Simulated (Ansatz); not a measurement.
**K under strain**

Computed with Ansatz 0.2.0, DFT PBE+D3(BJ), scalar-relativistic, plane waves, PAW. Run with 420 eV cutoff, 12×12×4 k-mesh, Gaussian smearing of 0.10 eV, no spin polarisation.

Reference structure (relaxed):

```
CELL_PARAMETERS angstrom
4.61460 0.00000 0.00000
-2.30730 3.99636 0.00000
0.00000 0.00000 15.01218
ATOMIC_POSITIONS crystal
K 0.00000 0.00000 0.00000
K 0.33333 0.66667 0.75000
K 0.00000 0.00000 0.50000
K 0.66667 0.33333 0.25000
```

Deformation: c alone is stretched, the rest of the cell is held and the atoms relax, all within the symmetry that the strain leaves. Energies are extrapolated to zero smearing.

| strain (%) | ΔE (meV/atom) | a (Å) | b (Å) | c (Å) |
| --- | --- | --- | --- | --- |
| -3.0 | 1.4 | 4.615 | 4.615 | 14.562 |
| -2.0 | 0.5 | 4.615 | 4.615 | 14.712 |
| -1.0 | 0.1 | 4.615 | 4.615 | 14.862 |
| +0.0 | 0.0 | 4.615 | 4.615 | 15.012 |
| +1.0 | 0.3 | 4.615 | 4.615 | 15.162 |
| +2.0 | 0.9 | 4.615 | 4.615 | 15.312 |
| +3.0 | 1.9 | 4.615 | 4.615 | 15.463 |

(1) What stiffness (1/V) d²E/dε² at zero strain does a cubic fit over all points give?

Results:

(1) A cubic fit gives (1/V) d²E/dε² = 8 GPa at zero strain (the elastic constant along c at held a and b).

This form isn't the element's structure at ambient conditions.

Cost: 7 runs of about 1.7 core-minutes in all, on AMD EPYC 7R43 (Zen 3) (shared hosts).